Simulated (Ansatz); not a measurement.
Runs of Ansatz 0.2.0 on AlCu3. The structure is cubic, space group Fm-3m (No. 225). Conventional cell: a = 5.776 Å, b = 5.776 Å, c = 5.776 Å, α = 90.00°, β = 90.00°, γ = 90.00°. Cu (site symmetry -43m) has 4 Al at 2.50 Å and 4 Cu at 2.50 Å as nearest neighbours. Cu (site symmetry m-3m) has 8 Cu at 2.50 Å as nearest neighbours. Al (site symmetry m-3m) has 8 Cu at 2.50 Å as nearest neighbours. The cell comes from a database or a generator and needn't be the stable form of this composition.

```tsv
level	cell	target pressure (GPa)	gap on the mesh (eV)	pressure (GPa)	relaxed volume (Å³/atom)
PBEsol+D4	relaxed	-	none	0.0	(a)
PBEsol+D3(BJ)	relaxed	-	none	0.0	11.48
PBEsol	relaxed to 30 GPa	30	none	30.0	-
PBEsol	relaxed	0	none	0.0	11.98
PBEsol	relaxed to 5 GPa	5	none	5.0	-
PBEsol	relaxed	-	none	0.0	11.98
PBEsol	relaxed to 20 GPa	20	none	20.0	-
PBEsol+D3(BJ)-ATM	relaxed	-	none	0.0	11.60
PBEsol	relaxed to 2 GPa	2	none	2.0	-
PBEsol	relaxed to 10 GPa	10	none	10.0	-
```

Alike in all rows: task relaxation of cell and atoms; potentials or basis Ansatz PAW; no spin polarisation; k mesh 8 × 8 × 8; cutoff (eV) 420; smearing fermi-dirac 0.05 eV.

Question: Fill in the values left out.

Answer: (a) 11.70.

Caveats: the plane-wave basis is chosen anew once the cell has moved, so the energies of steps on either side of that aren't comparable; the PAW data sets come from PBE, with cores solved anew for the run's functional, which leaves a small shift of forces and pressure; pairwise dispersion overbinds metals, which lowers pressure and volume (some runs).

A gap of «none» marks a metal or a gap under the smearing width.
